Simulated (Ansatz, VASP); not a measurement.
CuO in VASP and in Ansatz

```
Cu O
1.0
     3.13656    0.00000    0.00000
    -1.56828    2.71634    0.00000
     0.00000    0.00000    4.37160
Cu O
2 2
Cartesian
  0.0000 0.0000 0.0000
  0.0000 0.0000 2.1858
  0.0000 1.8109 1.0929
  1.5683 0.9054 3.2787
```

Measurements of this composition are mostly on another form, of space group No. 15.

Alike in both runs: task single point; functional PBE; k mesh 10 × 10 × 6; occupations fermi-dirac, width 0.05 eV; no spin polarisation.

|  | VASP | Ansatz |
| --- | --- | --- |
| version | VASP 6.6.1 | Ansatz 0.2.0 |
| potentials or method | VASP PAW PBE potentials, release 64 (Cu, O) | Ansatz PAW |
| plane-wave cutoff (eV) | 520 | 420 |
| valence electrons in the cell | 34 | 50 |

|  | VASP | Ansatz | Ansatz less VASP |
| --- | --- | --- | --- |
| gap on the k mesh at the Fermi level (eV) | none | none | - |
| pressure (GPa) | 15.2 | 14.9 | -0.38 |
| largest component of the traceless stress (GPa) | 34.94 | 34.67 | -0.265 |

A gap of «none» marks a metal or a gap that the smearing closes. The two sets of potentials don't hold the same shells in valence.

Caveats: the run has no spin polarisation, though such a crystal can be magnetic; semilocal functionals often make such compounds metallic where correlation or magnetic order opens a gap, which also shifts bond lengths; so large a pressure means that the cell lies far from this level's equilibrium, or that cutoff or potentials fall short (VASP); the pressure holds a Pulay correction of +0.8 GPa for the finite cutoff (Ansatz).
